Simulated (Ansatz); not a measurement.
PbS, space group Amm2, a projected density of states

Computed with Ansatz 0.2.0 through its Python package.

Script `pdos_pbs.py`:
```python
"""Which atoms and shells make the states of PbS."""

from dataclasses import dataclass

import ansatz as az
import numpy as np


@dataclass(frozen=True)
class Settings:
    filling: str = "cold"
    width_ev: float = 0.02
    xc: str = "r2SCAN"
    vdw: str = "d3bjatm"
    kmesh: tuple[int, ...] = (6, 4, 4)
    cutoff: int = 600
    n_empty: int = 22


settings = Settings()

lattice = az.Lattice.of(
    (4.069928, 0.0, 0.0),
    (0.0, 5.689818, 5.573599),
    (0.0, -5.689818, 5.573599),
)
sites = [
    ("Pb", (0.0, 0.663112, 0.339149)),
    ("Pb", (0.0, 0.339149, 0.663112)),
    ("Pb", (0.5, 0.137387, 0.137387)),
    ("Pb", (0.0, 0.823731, 0.823731)),
    ("S", (0.5, 0.774822, 0.117852)),
    ("S", (0.5, 0.117852, 0.774822)),
    ("S", (0.0, 0.310896, 0.310896)),
    ("S", (0.5, 0.637251, 0.637251)),
]
cell = az.Crystal(lattice=lattice)
for symbol, position in sites:
    cell = cell.atom(symbol, position)

job = cell.calculation()
job = job.occupations(settings.filling, width=settings.width_ev).functional(settings.xc, dispersion=settings.vdw)
job = job.kpoints(*settings.kmesh)
job = job.basis(settings.cutoff)
job = job.scf(extra_bands=settings.n_empty)
job = job.density_of_states(projected=True, energy_step=0.1)
session = job.session()
planned = session.plan(threads=1)
out = planned.execute()
report = out.report

dos = out.density_of_states()
energy = np.asarray(dos.energies_ev) - dos.fermi_ev
curves = {}
for site in out.projected_density_of_states().sites:
    for shell in site.shells:
        weight = sum(np.sum(curve.g_bin_mean_per_ev, axis=0) for curve in shell.curves)
        name = f"{site.species} {shell.label}"
        curves[name] = curves.get(name, 0) + weight

step = energy[1] - energy[0]
windows = [(-6, -3), (-3, 0), (0, 4)]
print("states by shell in windows of E - E_F (eV):", windows)
for name, g in curves.items():
    print(f"{name:8s}", " ".join(f"{step * g[(energy >= a) & (energy < b)].sum():8.3f}" for a, b in windows))
filled = (energy < 0) & (energy > -6)
for name, g in curves.items():
    if g[filled].sum() * step > 0.5:
        print(f"centre of {name}: {np.average(energy[filled], weights=g[filled]):.2f} eV")
```

Running `python pdos_pbs.py` prints:
```text
states by shell in windows of E - E_F (eV): [(-6, -3), (-3, 0), (0, 4)]
Pb 6S       0.197    1.079    0.179
Pb 6P       2.937    1.773   11.967
Pb 5D       0.027    0.037    0.012
S 3S        0.089    0.136    0.668
S 3P        6.831   10.676    2.811
centre of Pb 6S: -1.80 eV
centre of Pb 6P: -3.16 eV
centre of S 3P: -2.61 eV
```

What to keep in mind:
- Spin-orbit coupling, left out here, can change this gap by several tenths of an eV, and inverted bands can meet off the mesh.
- In a crystal with a gap the Fermi level's place inside it depends on smearing and mesh.
- The crystal has a gap of about 0.66 eV on the mesh; bins of finite width blur the band edges.
- Spin-orbit coupling, which matters for elements this heavy, is left out.
- This cell is a computed structure, which may not be the phase found in nature.
- Curves are summed over the cell's atoms. Only shells that the potentials hold have channels, so projections don't add up to the total, least of all where a shell is missing (p of most metals); heights and places of peaks move with the mesh.
- The density of states is complete only as far up as bands were computed.
- A band centre counts only the states inside the window taken.
- Run time: 100 s on 1 thread of Intel(R) Xeon(R) Processor @ 2.30GHz, on a shared host, peak memory 1.4 GiB.
